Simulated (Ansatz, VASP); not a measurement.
# Mg in VASP and in Ansatz

Contents of INCAR:

```
PREC     = Accurate       # precision mode
ENCUT    = 520            # plane-wave cutoff, eV
EDIFF    = 1E-6           # SCF threshold, eV
ISMEAR   = -1             # smearing method
SIGMA    = 0.03           # smearing width, eV
LREAL    = F              # projectors in reciprocal space
LASPH    = T              # aspherical terms in the spheres
NELM     = 100            # most SCF steps
ALGO     = Normal         # electronic algorithm
ISIF     = 2              # what is computed and relaxed
LWAVE    = F              # write WAVECAR
LCHARG   = F              # write CHGCAR
GGA      = PE             # functional
NBANDS   = 7              # bands
```

Contents of KPOINTS:

```
regular mesh
0
Gamma
  7 7 7
```

POSCAR

```
Mg
1.0
   -1.7727644967      1.7727644967      1.7727644967
    1.7727644967     -1.7727644967      1.7727644967
    1.7727644967      1.7727644967     -1.7727644967
Mg
1
Direct
    0.0000000000      0.0000000000      0.0000000000
```

The input input.yaml:

```yaml
crystal:
  lattice:
    - [-1.7727644967, 1.7727644967, 1.7727644967]
    - [1.7727644967, -1.7727644967, 1.7727644967]
    - [1.7727644967, 1.7727644967, -1.7727644967]
  atoms:
    - { symbol: Mg, position: [0.0, 0.0, 0.0] }
kpoints:
  mp_grid: { grid: [7, 7, 7] }
scf:
  occupations: { method: fermi_dirac, width: 0.03 }
hamiltonian:
  xc: pbe
  pseudopotentials: { kind: all_electron, lapw: { basis_error: 0.003 } }
output:
  forces: true
  stress: true
  eigenvalues: true
```

This isn't the form of Mg at room conditions, which is hcp.

Alike in both runs: task single point; functional PBE; k mesh 7 × 7 × 7; occupations fermi-dirac, width 0.03 eV; no spin polarisation.

|  | VASP | Ansatz |
| --- | --- | --- |
| version | VASP 6.6.1 | Ansatz 0.2.0 |
| potentials or method | VASP PAW PBE potentials, release 64 (Mg) | all-electron LAPW, scalar-relativistic |
| plane-wave cutoff (eV) | 520 | see its input |

```tsv
	VASP	Ansatz	Ansatz less VASP
gap on the k mesh at the Fermi level (eV)	none	none	-
pressure (GPa)	0.8	0.9	+0.11
```

A gap of «none» marks a metal or a gap that the smearing closes. Ansatz ran all-electron here, so the differences hold the error of VASP's frozen core and of both bases.

Caveats: the k mesh is thin for a metal, which can move the energy by tens of meV per atom (Ansatz).
